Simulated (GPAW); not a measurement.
A run of GPAW 26.7.0 is set up as follows.

Contents of run.py:

```python
from ase import Atoms
from ase.filters import FrechetCellFilter
from ase.io import write
from ase.optimize import BFGS
from ase.units import GPa
from gpaw import GPAW, PW, setup_paths

setup_paths.insert(0, '.')

atoms = Atoms(['Pt', 'Pt'],
              cell=[[2.7606656158, 0.0, 0.0],
                    [-1.3803328079, 2.3908065546, 0.0],
                    [0.0, 0.0, 4.792134]],
              scaled_positions=[[0.3333333333, 0.6666666667, 0.25],
                                [0.6666666667, 0.3333333333, 0.75]],
              pbc=True)

calc = GPAW(mode=PW(600),
            xc='PBEsol',
            kpts={'size': (8, 8, 4), 'gamma': True},
            occupations={'name': 'fermi-dirac', 'width': 0.05},
            nbands=29,
            convergence={'density': 1e-05, 'forces': 0.0001},
            maxiter=150,
            txt='gpaw.txt')
atoms.calc = calc
opt = BFGS(FrechetCellFilter(atoms, scalar_pressure=20 * GPa), trajectory='relax.traj', logfile='-')
done = opt.run(fmax=0.02, steps=60)
calc.write('gs.gpw')
write('result.traj', atoms)
print('Converged:', done)
print('Cell:', atoms.cell.cellpar().round(4))
print('Volume:', round(atoms.get_volume(), 4))
print(atoms.get_scaled_positions().round(5))
```

Potentials or basis: PAW data sets generated in the run's folder for this functional, pw.

The run is started by

```console
$ gpaw-setup -f PBEsol Pt
$ OMP_NUM_THREADS=1 python run.py
```

Q: What does it give for the relaxed volume?

A: 14.23 Å³/atom.

Q: Predict the space group after relaxing (to 0.05 Å).

A: P6_3/mmc (No. 194).

Q: Estimate the relaxed cell.

A: a = 2.691 Å, b = 2.691 Å, c = 4.538 Å, α = 90.00°, β = 90.00°, γ = 120.00°.

Q: Predict the band gap on the k mesh.

A: None (metal or under the smearing width).

Final structure:
```
Pt
1.0
     2.69120    0.00000    0.00000
    -1.34560    2.33065    0.00000
     0.00000    0.00000    4.53771
Pt
2
Direct
  0.33333 0.66667 0.25000
  0.66667 0.33333 0.75000
```

Caveat: later steps reuse the first step's grids. Spin-orbit coupling is left out, which matters for the levels of Pt.
